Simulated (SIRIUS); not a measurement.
# Si2Ni (Fm-3m) in SIRIUS: further runs, part 2 of 2

SIRIUS 7.10.0. The steps go on from the part before.

**3. Single point, PBE, collinear spin, ferromagnetic start**

sirius.json reads:

```json
{
  "control": {
    "processing_unit": "cpu",
    "verbosity": 2,
    "num_bands_to_print": 21,
    "print_forces": true,
    "print_stress": true
  },
  "parameters": {
    "electronic_structure_method": "pseudopotential",
    "xc_functionals": ["XC_GGA_X_PBE", "XC_GGA_C_PBE"],
    "gk_cutoff": 7.8,
    "pw_cutoff": 22.1,
    "ngridk": [5, 5, 5],
    "shiftk": [0, 0, 0],
    "smearing": "fermi_dirac",
    "smearing_width": 0.0018374661,
    "num_bands": 21,
    "num_mag_dims": 1,
    "num_dft_iter": 100,
    "energy_tol": 1e-08,
    "density_tol": 1e-06
  },
  "iterative_solver": {
    "type": "davidson",
    "min_tolerance": 1e-09,
    "tolerance_scale": [0.1, 0.25]
  },
  "mixer": {
    "type": "anderson",
    "beta": 0.5,
    "max_history": 8
  },
  "settings": {
    "tol_ne": 1e-10,
    "smooth_initial_mag": true
  },
  "unit_cell": {
    "lattice_vectors": [
      [0.0, 5.107929714863, 5.107929714863],
      [5.107929714863, 0.0, 5.107929714863],
      [5.107929714863, 5.107929714863, 0.0]
    ],
    "atom_coordinate_units": "lattice",
    "atom_types": ["Ni", "Si"],
    "atom_files": {
      "Ni": "Ni.json",
      "Si": "Si.json"
    },
    "atoms": {
      "Ni": [
        [0.0, 0.0, 0.0, 0.0, 0.0, 1.0]
      ],
      "Si": [
        [0.75, 0.75, 0.75, 0.0, 0.0, 0.0],
        [0.25, 0.25, 0.25, 0.0, 0.0, 0.0]
      ]
    }
  }
}
```

Potentials or basis: SSSP 1.3.0 PBE efficiency.

Run with:

```console
upf_to_json ni_pbe_v1.4.uspp.F.UPF
upf_to_json Si.pbe-n-rrkjus_psl.1.0.0.UPF
OMP_NUM_THREADS=1 sirius.scf --input=sirius.json --output=out.json --task=0
```

What it wrote:

```text
[info] SIRIUS version : 7.10.0
[info] number of MPI ranks           : 1
[info] MPI grid                      : 1 1
[info] maximum number of OMP threads : 1
[fft] FFT context for density and potential
[fft] =====================================
[fft]   comm size                             : 1
[fft]   plane wave cutoff                     : 22.1
[fft]   grid size                             : 54 54 54   total : 157464
[fft]   grid limits                           : -26 27   -26 27   -26 27
[fft]   number of G-vectors within the cutoff : 24336
[fft]   local number of G-vectors             : 24336
[fft]   number of G-shells                    : 1272
[fft] FFT context for coarse grid
[fft] =====================================
[fft]   comm size                             : 1
[fft]   plane wave cutoff                     : 15.6
[fft]   grid size                             : 40 40 40   total : 64000
[fft]   grid limits                           : -19 20   -19 20   -19 20
[fft]   number of G-vectors within the cutoff : 8481
[fft]   local number of G-vectors             : 8481
[fft]   number of G-shells                    : 486
[unit cell] lattice vectors
[unit cell]   a1 :       0.0000000000      5.1079297149      5.1079297149
[unit cell]   a2 :       5.1079297149      0.0000000000      5.1079297149
[unit cell]   a3 :       5.1079297149      5.1079297149      0.0000000000
[unit cell] reciprocal lattice vectors
[unit cell]   b1 :      -0.6150422635      0.6150422635      0.6150422635
[unit cell]   b2 :       0.6150422635     -0.6150422635      0.6150422635
[unit cell]   b3 :       0.6150422635      0.6150422635     -0.6150422635
[unit cell] unit cell volume :       266.54143644 [a.u.^3]
[unit cell] 1/sqrt(omega)    :         0.06125163
[unit cell] MT volume        :         0.00000000 ( 0.00%)
[unit cell] IT volume        :       266.54143644 (100.00%)
[unit cell] number of atom types : 2
[unit cell] type id : 0 symbol : Ni mt_radius : 202.727528 num_atoms : 1
[unit cell] type id : 1 symbol : Si mt_radius : 100.578918 num_atoms : 2
[unit cell] total number of atoms : 3
[unit cell] number of symmetry classes : 2
[unit cell] number of PAW atoms : 0
[unit cell] atom id  type id  class id             position                      vector_field
[unit cell] ------------------------------------------------------------------------------------------
[unit cell]      0        0        0      0.00000   0.00000   0.00000      0.00000   0.00000   1.00000
[unit cell]      1        1        1      0.75000   0.75000   0.75000      0.00000   0.00000   0.00000
[unit cell]      2        1        1      0.25000   0.25000   0.25000      0.00000   0.00000   0.00000
[unit cell] atom id         position (Cartesian, a.u.)
[unit cell] ---------------------------------------------
[unit cell]      0       0.000000    0.000000    0.000000
[unit cell]      1       7.661895    7.661895    7.661895
[unit cell]      2       2.553965    2.553965    2.553965
[unit cell] class id : 0 atom id : 0
[unit cell] class id : 1 atom id : 1 2
[unit cell] minimum bond length:     4.423597
[unit cell] total number of pseudo wave-functions: 21
[... 367 lines left out ...]
[diagonalize]            -3.363042   -1.907780   -1.907759   -1.907759    0.084805    0.220464    0.232742    0.310292    0.310292    0.364679    0.366522    0.366522    0.368335    0.469309    0.538420    0.761085    0.761085    0.763780    0.792903    0.912953    0.912953
[diagonalize] ik:    8   -3.363042   -1.907780   -1.907766   -1.907759    0.133000    0.175557    0.202587    0.299572    0.320191    0.347244    0.356025    0.375718    0.380902    0.486984    0.588554    0.676238    0.738568    0.822718    0.825698    0.830999    0.911112
[... 18 lines left out ...]
[find] <rho|V^{H}>                    :     158.33942169
[find] one-electron contribution      :    -145.32307016 (Ha),    -290.64614033 (Ry)
[find] hartree contribution           :      79.16971085
[find] xc contribution                :     -24.04367206
[find] ewald contribution             :     -92.89673195
[find] PAW contribution               :       0.00000000
[find] smearing (-TS)                 :      -0.00033450
[find] SCF correction                 :       0.00000255
[find] Total energy                   :    -183.09376077 (Ha),    -366.18752154 (Ry)
[find] Free energy (E-TS)             :    -183.09409527 (Ha),    -366.18819055 (Ry)
[find] band gap (eV)                  :       0.00000000
[find] Efermi                         :       0.48663369
[find] iteration : 15, RMS : 1.337758361587e-07, energy difference : 5.887898169021e-09
[find] Hartree energy of density residual : 2.359334123478e-12
[find] bands are converged : true
[find] iterative solver converged : true
[find] converged after 16 SCF iterations!
[find] Charges and magnetic moments
[find] --------------------------------------------------------------------------------
[find] atom                moment                |moment|
[find] --------------------------------------------------------------------------------
[find]    0 [  0.00000,   0.00000,   0.00000]    0.000002
[find]    1 [  0.00000,   0.00000,  -0.00000]    0.000000
[find]    2 [  0.00000,   0.00000,   0.00000]    0.000000
[find] total charge          : 26.000000
[find] total moment          : [  0.00000,   0.00000,   0.00000], magnitude : 0.000001
[find] Energy
[find] --------------------------------------------------------------------------------
[find] valence_eval_sum               :     -12.77104455
[find] <rho|V^{XC}>                   :     -25.78739608
[find] <rho|E^{XC}>                   :     -24.04367206
[find] <mag|B^{XC}>                   :      -0.00000000
[find] <rho|V^{H}>                    :     158.33942169
[find] one-electron contribution      :    -145.32307016 (Ha),    -290.64614033 (Ry)
[find] hartree contribution           :      79.16971085
[find] xc contribution                :     -24.04367206
[find] ewald contribution             :     -92.89673195
[find] PAW contribution               :       0.00000000
[find] smearing (-TS)                 :      -0.00033450
[find] SCF correction                 :       0.00000255
[find] Total energy                   :    -183.09376077 (Ha),    -366.18752154 (Ry)
[find] Free energy (E-TS)             :    -183.09409527 (Ha),    -366.18819055 (Ry)
[find] band gap (eV)                  :       0.00000000
[find] Efermi                         :       0.48663369
[ground_state] === stress tensor components [kbar] ===
[ground_state] === stress_kin ===
[ground_state] -19488.168381   -0.000000    0.000000
[ground_state]    -0.000000-19488.168381    0.000000
[ground_state]     0.000000    0.000000-19488.168381
[ground_state] === stress_har ===
[ground_state] -29129.342090   -0.000000   -0.000000
[ground_state]    -0.000000-29129.342090    0.000000
[ground_state]    -0.000000    0.000000-29129.342090
[ground_state] === stress_ewald ===
[ground_state] 34179.999585    0.000000    0.000000
[ground_state]     0.00000034179.999585   -0.000000
[ground_state]     0.000000   -0.00000034179.999585
[ground_state] === stress_vloc ===
[ground_state] 16773.199138    0.000000   -0.000000
[ground_state]     0.00000016773.199138   -0.000000
[ground_state]    -0.000000   -0.00000016773.199138
[ground_state] === stress_xc ===
[ground_state]  2269.456409    0.000000    0.000000
[ground_state]     0.000000 2269.456409   -0.000000
[ground_state]     0.000000   -0.000000 2269.456409
[ground_state] === stress_core ===
[ground_state]  4987.782112    0.000000    0.000000
[ground_state]     0.000000 4987.782112   -0.000000
[ground_state]     0.000000   -0.000000 4987.782112
[ground_state] === stress_nonloc ===
[ground_state]  1552.165141    0.000000   -0.000000
[ground_state]     0.000000 1552.165141   -0.000000
[ground_state]    -0.000000   -0.000000 1552.165141
[ground_state] === stress_us ===
[ground_state] -11186.076584   -0.000000    0.000000
[ground_state]    -0.000000-11186.076584    0.000000
[ground_state]     0.000000    0.000000-11186.076584
[ground_state] === stress_us_nl ===
[ground_state] -9633.911443   -0.000000   -0.000000
[ground_state]    -0.000000-9633.911443    0.000000
[ground_state]    -0.000000    0.000000-9633.911443
[ground_state] === stress_total ===
[ground_state]   -40.984669   -0.000000    0.000000
[ground_state]    -0.000000  -40.984669    0.000000
[ground_state]     0.000000    0.000000  -40.984669
[ground_state] ==== total Forces in Ha/bohr =====
[ground_state] atom:    0, force:       0.0000000      0.0000000      0.0000000
[ground_state] atom:    1, force:       0.0000000      0.0000000     -0.0000000
[ground_state] atom:    2, force:       0.0000000      0.0000000      0.0000000
[ground_state] ==== ultrasoft contribution from Qij =====
[ground_state] atom:    0, force:       0.0000000      0.0000000      0.0000000
[ground_state] atom:    1, force:       0.0000000      0.0000000      0.0000000
[ground_state] atom:    2, force:       0.0000000      0.0000000      0.0000000
[ground_state] ==== non-local contribution from Beta-projector =====
[ground_state] atom:    0, force:       0.0000000      0.0000000      0.0000000
[ground_state] atom:    1, force:       0.0000000      0.0000000     -0.0000000
[ground_state] atom:    2, force:       0.0000000      0.0000000      0.0000000
[ground_state] ==== contribution from local potential =====
[ground_state] atom:    0, force:       0.0000000      0.0000000      0.0000000
[ground_state] atom:    1, force:       0.0000000      0.0000000      0.0000000
[ground_state] atom:    2, force:      -0.0000000      0.0000000      0.0000000
[ground_state] ==== contribution from core density =====
[ground_state] atom:    0, force:       0.0000000      0.0000000      0.0000000
[ground_state] atom:    1, force:      -0.0000000     -0.0000000     -0.0000000
[ground_state] atom:    2, force:       0.0000000      0.0000000      0.0000000
[ground_state] ==== Ewald forces from ions =====
[ground_state] atom:    0, force:       0.0000000      0.0000000      0.0000000
[ground_state] atom:    1, force:       0.0000000      0.0000000      0.0000000
[ground_state] atom:    2, force:       0.0000000      0.0000000      0.0000000
[~DFT_ground_state] local op. applied: 21108
[~DFT_ground_state] evp. work count: 5034.07
[~DFT_ground_state] number of iterative solver steps: 1286
```

Run time: 49 s. Hardware: 1 thread of Arm Neoverse V2, shared host; peak memory 0.46 GiB.

What came out:

- Free energy: -4982.2441 eV
- Pressure: 4.1 GPa
- Band gap on the k mesh: none (metal or under the smearing width)

Caveat: the k mesh is coarse (spacing up to 0.40 Å⁻¹), so the values aren't converged; the starting moments collapsed, and a magnetic state may lie lower.

**4. Single point, PBE, collinear spin, ferromagnetic start**

Changes to sirius.json since step 3:

```diff
@@ -11,4 +11,4 @@
     "xc_functionals": ["XC_GGA_X_PBE", "XC_GGA_C_PBE"],
-    "gk_cutoff": 7.8,
-    "pw_cutoff": 22.1,
+    "gk_cutoff": 10.2,
+    "pw_cutoff": 20.4,
     "ngridk": [5, 5, 5],
@@ -35,2 +35,3 @@
     "tol_ne": 1e-10,
+    "pseudo_grid_cutoff": 6.5,
     "smooth_initial_mag": true
```

Potentials or basis: PseudoDojo 0.5 PBE stringent (scalar relativistic).

Run with:

```console
upf_to_json Ni.upf
upf_to_json Si.upf
OMP_NUM_THREADS=1 sirius.scf --input=sirius.json --output=out.json --task=0
```

It took 58 s on 1 thread of Arm Neoverse V2, shared host; peak memory 0.38 GiB.

It converged, with:

```
Free energy            : -4835.4303 eV
Pressure               : 3.8 GPa
Band gap on the k mesh : none (metal or under the smearing width)
```

Levels at points of the mesh, in eV from the Fermi level:
Spin up:
```tsv
k point	band 10	band 11	band 12	band 13	band 14	band 15	band 16	band 17
(0.00, 0.00, 0.00)	-3.56	-0.37	1.65	1.65	1.65	2.20	2.20	2.20
```
Spin down:
```
           k point  band 11  band 12  band 13  band 14  band 15  band 16
(0.00, 0.00, 0.00)    -0.37     1.65     1.65     1.65     2.20     2.20
```

Caveat: the k mesh is coarse (spacing up to 0.40 Å⁻¹), so the values aren't converged; the starting moments collapsed, and a magnetic state may lie lower.

**5. Single point, PBE, collinear spin, ferromagnetic start**

sirius.json is that of step 4.

Potentials or basis: in-house norm-conserving set, PBE (scalar relativistic).

Run with:

```console
upf_to_json Ni.upf
upf_to_json Si.upf
OMP_NUM_THREADS=1 sirius.scf --input=sirius.json --output=out.json --task=0
```

It took 58 s on 1 thread of Arm Neoverse V2, shared host; peak memory 0.38 GiB.

Results (log left out):

| Property | Result |
| --- | --- |
| Free energy | -4867.4248 eV |
| Pressure | 3.8 GPa |
| Band gap on the k mesh | none (metal or under the smearing width) |

Levels at points of the mesh, in eV from the Fermi level:
Spin up:
```csv
k point,band 10,band 11,band 12,band 13,band 14,band 15,band 16,band 17
"(0.00, 0.00, 0.00)",-3.57,-0.37,1.65,1.65,1.65,2.18,2.18,2.18
```
Spin down:
| k point | band 11 | band 12 | band 13 | band 14 | band 15 | band 16 |
| --- | --- | --- | --- | --- | --- | --- |
| (0.00, 0.00, 0.00) | -0.37 | 1.65 | 1.65 | 1.65 | 2.18 | 2.18 |

Caveat: the k mesh is coarse (spacing up to 0.40 Å⁻¹), so the values aren't converged; the starting moments collapsed, and a magnetic state may lie lower.
